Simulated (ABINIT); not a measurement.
Runs of ABINIT 10.8.3 (patched build) on GaAs. The structure is cubic, space group F-43m (No. 216). Conventional cell: a = 5.654 Å, b = 5.654 Å, c = 5.654 Å, α = 90.00°, β = 90.00°, γ = 90.00°. As (site symmetry -43m) is surrounded by 4 Ga at 2.45 Å. Ga (site symmetry -43m) is surrounded by 4 As at 2.45 Å. 

| level | gap on the mesh (eV) | pressure (GPa) |
| --- | --- | --- |
| RPBE | (b) | (a) |
| BLYP | 0.35 | 6.8 |
| PBEsol | 0.44 | 0.3 |
| AM05 | 0.50 | 0.6 |
| PW91 | 0.45 | (c) |

Alike in all rows: task band structure; potentials or basis JTH PAW PBE v2.0; no spin polarisation; cell as given; k mesh 8 × 8 × 8; cutoff (eV) 544; smearing fermi-dirac 0.05 eV.

Question: Fill in the values left out.

Answer: (a) 5.3; (b) 0.63; (c) 3.1.

Caveats: the PAW data sets were made with another functional, which shifts forces and pressure a little.

A k mesh can miss the band edges, and the runs leave out spin-orbit coupling on As, Ga.

Runs at the PBE level aren't shown here.
